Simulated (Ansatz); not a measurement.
## Zr: the change of pressure with volume scale

Periodic Kohn-Sham DFT of a crystal at fixed atoms, scaled to volume_scale times the given cell; pressure positive in compression, energy less spherical unpolarised free atoms, largest_vzz the field gradient of largest size among the nuclei. The results are calculated, by Ansatz 0.2.0.

The cell before it is scaled or strained (space group Im-3m, No. 229):
```
CELL_PARAMETERS angstrom
-1.81000 1.81000 1.81000
1.81000 -1.81000 1.81000
1.81000 1.81000 -1.81000
ATOMIC_POSITIONS crystal
Zr 0.00000 0.00000 0.00000
```

Settings of every row: method frozen-core PAW; functional LDA; relativity scalar; k mesh 16x16x16; filling fermi-dirac; smearing width 0.03 eV; wave cutoff 420 eV; paw set soft_2.

Atom start moment: 0 on all atoms.

Limits: PAW files made with PBE.

| row | volume scale | V (Å³/atom) | pressure (GPa) |
| --- | --- | --- | --- |
| 1 | 0.94 | 22.296 | -4.964 |
| 2 | 0.96 | 22.77 | -6.642 |
| 3 | 0.98 | 23.245 | -8.17 |
| 4 | 0.99 | 23.482 | -8.879 |
| 5 | 1 | 23.719 | -9.555 |
| 6 | 1.01 | 23.956 | ? |
| 7 | 1.02 | 24.193 | -10.816 |
| 8 | 1.04 | 24.668 | -11.969 |
| 9 | 1.06 | 25.142 | -13.024 |

Question: what pressure should row 6 give?

Worked fit of pressure. Take u = (V_r/V)^(2/3) − 1 with V_r = 23.601 Å³ an atom, which is twice the finite (Eulerian) strain; such expansions in the strain, on which the Birch-Murnaghan equation of state is built, carry the rest volume and the bulk modulus. The shown rows have u = 0.03865, 0.02418, 0.01018, 0.00338, -0.00332, -0.01638, -0.02905, -0.04129. Least squares give pressure = −9.2218 + 100.974 × u + 227.25 × u² + 282 × u³ GPa; a parabola predicts inner rows, each left out in turn, worse (root mean square 0.0045 against 0.0015 GPa). The rows lie off it by -0.001, 0.001, 0.000, -0.001, 0.000, 0.000, 0.001, -0.001. The withheld row has u = -0.0099, so the fit gives −9.2218 + 100.974 × (-0.0099) + 227.25 × (-0.0099)² + 282 × (-0.0099)³ = -10.199 GPa.

The calculation gave -10.2 GPa. The fit lies 0.001 GPa (0.012 % of the column's range) above it, one unit of the last digit.
